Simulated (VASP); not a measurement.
Input of a VASP 6.6.1 run:

INCAR

```
  PREC = Accurate
  ENCUT = 520
  EDIFF = 1E-6
  ISMEAR = 0
  SIGMA = 0.02
  LREAL = False
  LASPH = True
  NELM = 80
  ALGO = Fast
  ISIF = 2
  LWAVE = False
  LCHARG = False
  GGA = PS
```

KPOINTS

```
regular mesh
0
Gamma
  12 12 12
```

Contents of POSCAR:

```
NaH
1.0
    0.0000000000      2.3939900000      2.3939900000
    2.3939900000      0.0000000000      2.3939900000
    2.3939900000      2.3939900000      0.0000000000
Na H
1 1
Direct
    0.0000000000      0.0000000000      1.0000000000
    0.5000000000      0.5000000000      0.5000000000
```

Potentials or basis: VASP PAW PBE potentials, release 64 (Na_pv, H).

Launch:

```sh
$ cat potpaw_PBE.64/Na_pv/POTCAR potpaw_PBE.64/H/POTCAR > POTCAR
$ mpirun -np 1 vasp_std > vasp.out
```

Problem. Predict the pressure.

Solution. 0.1 GPa.

Problem. Estimate the band gap on the k mesh.

Solution. 3.61 eV, indirect (least direct gap 4.52 eV).

Caveat: the PAW data sets were made with another functional, which shifts forces and pressure a little. A k mesh can miss the band edges.
